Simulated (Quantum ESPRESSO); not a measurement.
The system is TiB2.

```
Ti B
1.0
     3.02920    0.00000    0.00000
    -1.51460    2.62336    0.00000
     0.00000    0.00000    3.22840
Ti B
1 2
Direct
  0.00000 0.00000 0.00000
  0.66667 0.33333 0.50000
  0.33333 0.66667 0.50000
```

| Quantity | Value |
| --- | --- |
| Program | Quantum ESPRESSO 7.5 |
| Task | phonons |
| Functional | LDA |
| Potentials or basis | GBRV 1.5 LDA |
| Cutoff | 612 eV |
| Density cutoff | 4898 eV |
| k mesh | 8 × 8 × 7 |
| Occupations | cold, width 0.2 eV |
| Spin | no spin polarisation |
| Target pressure | 2 GPa |
| Form of the LDA correlation | PZ81 |
| Mixing beta | 0.5 |
| Most SCF iterations | 120 |
| SCF threshold | 6e-10 Ry |

The cell and the atoms were relaxed first at 2 GPa, to 8.13 Å³/atom (a = 2.991 Å, b = 2.991 Å, c = 3.149 Å, α = 90.00°, β = 90.00°, γ = 120.00°), and the response was taken there.

```yaml
crystal:
  lattice:
    - [2.99106, 0.00000, 0.00000]
    - [-1.49553, 2.59033, 0.00000]
    - [0.00000, 0.00000, 3.14943]
  atoms:
    - { symbol: Ti, position: [0.00000, 0.00000, 0.00000] }
    - { symbol: B, position: [0.66667, 0.33333, 0.50000] }
    - { symbol: B, position: [0.33333, 0.66667, 0.50000] }
```

Question: Where do the zone-centre optical modes lie?

Answer: E1u at 541 cm⁻¹ (IR); A2u at 546 cm⁻¹ (IR); B1g at 572 cm⁻¹ (silent); E2g at 929 cm⁻¹ (Raman).

Optical modes at Γ, degenerate ones joined:
| cm⁻¹ | components | symmetry | active in |
| --- | --- | --- | --- |
| 541 | 2 | E1u | IR |
| 546 | 1 | A2u | IR |
| 572 | 1 | B1g | silent |
| 929 | 2 | E2g | Raman |

Caveat: the mesh is thin for the phonons of a metal.
